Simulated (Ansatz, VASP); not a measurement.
# Two plane-wave programs on Sr

INCAR

```
SYSTEM = Sr
PREC = Accurate
ENCUT = 520
EDIFF = 1E-6
ISMEAR = 0
SIGMA = 0.15
LREAL = .FALSE.
LASPH = .TRUE.
NELM = 60
ALGO = Fast
ISIF = 2
LWAVE = .FALSE.
LCHARG = .FALSE.
GGA = PE
NBANDS = 11
```

Contents of KPOINTS:

```
Automatic mesh
0
G
  14 14 14
  0 0 0
```

The input POSCAR:

```
Sr
1.0
    0.0000000000      3.0423500000      3.1184087500
    3.0423500000      0.0000000000      3.1184087500
    3.0423500000      3.0423500000      0.0000000000
Sr
1
Direct
    0.0000000000      0.0000000000      0.0000000000
```

Input for Ansatz:

```yaml
crystal:
  lattice:
    - [0.0, 3.04235, 3.11840875]
    - [3.04235, 0.0, 3.11840875]
    - [3.04235, 3.04235, 0.0]
  atoms:
    - { symbol: Sr, position: [0.0, 0.0, 0.0] }
basis:
  ecutwfc: 420
kpoints:
  mp_grid: { grid: [14, 14, 14] }
hamiltonian:
  xc: pbe
scf:
  occupations: { method: gaussian, width: 0.15 }
output:
  forces: true
  stress: true
  eigenvalues: true
```

Change from the starting cell: strain +0.000 along x and y, +0.025 along z, atoms carried along.

Alike in both runs: task single point; functional PBE; k mesh 14 × 14 × 14; occupations gaussian, width 0.15 eV; no spin polarisation.

```csv
,VASP,Ansatz
version,VASP 6.6.1,Ansatz 0.2.0
potentials or method,"VASP PAW PBE potentials, release 64 (Sr_sv)","scalar-relativistic, plane waves, PAW"
plane-wave cutoff (eV),520,420
valence electrons in the cell,10,10
```

|  | VASP | Ansatz | Ansatz less VASP |
| --- | --- | --- | --- |
| gap on the k mesh at the Fermi level (eV) | none | none | - |
| pressure (GPa) | -0.5 | -0.5 | -0.01 |
| largest component of the traceless stress (GPa) | 0.10 | 0.10 | 0.000 |

A gap of «none» marks a metal or a gap that the smearing closes.
